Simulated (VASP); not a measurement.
Runs of VASP 6.6.1 on BeTe. It takes space group F-43m (No. 216, cubic). The conventional cell has a = 5.540 Å, b = 5.540 Å, c = 5.540 Å, α = 90.00°, β = 90.00°, γ = 90.00°. Te (site symmetry -43m) is surrounded by 4 Be at 2.40 Å. Around Be (site symmetry -43m) lie 4 Te at 2.40 Å. 

```csv
task,level,cell,cutoff (eV),smearing,gap on the mesh (eV),pressure (GPa),relaxed volume (Å³/atom)
relaxation of cell and atoms,revPBE+D3(BJ),relaxed,600,fermi-dirac 0.05 eV,(c),0.0,21.34
relaxation of cell and atoms,PBEsol+rVV10,relaxed,600,fermi-dirac 0.05 eV,1.79,0.0,22.01
relaxation of cell and atoms,revPBE+D4,relaxed,600,fermi-dirac 0.05 eV,1.97,0.0,21.72
relaxation of cell and atoms,RPBE+D4,relaxed,600,fermi-dirac 0.05 eV,1.97,0.0,21.52
relaxation of cell and atoms,RPBE+D3,relaxed,600,fermi-dirac 0.05 eV,(d),0.0,(b)
single point,PBE,as given,520,gaussian 0.028 eV,1.85,4.5,-
relaxation of cell and atoms,RPBE+D3(BJ),relaxed,600,fermi-dirac 0.05 eV,1.56,0.0,18.85
relaxation of cell and atoms,PBEsol+D4,relaxed,600,fermi-dirac 0.05 eV,(a),0.0,21.64
```

Alike in all rows: potentials or basis VASP PAW PBE potentials, release 64 (Te, Be); no spin polarisation; k mesh 8 × 8 × 8.

Task: Estimate the missing entries.

Result: (a) 1.77; (b) 22.44; (c) 1.92; (d) 2.08.

Caveats: spin-orbit coupling is left out, which moves the levels of the heavy elements; the PAW data sets were made with another functional, which shifts forces and pressure a little (some runs); the volume moved by -11 % from the deposited cell, more than functionals usually miss (some runs).

A k mesh can miss the band edges, and the runs leave out spin-orbit coupling on Te.
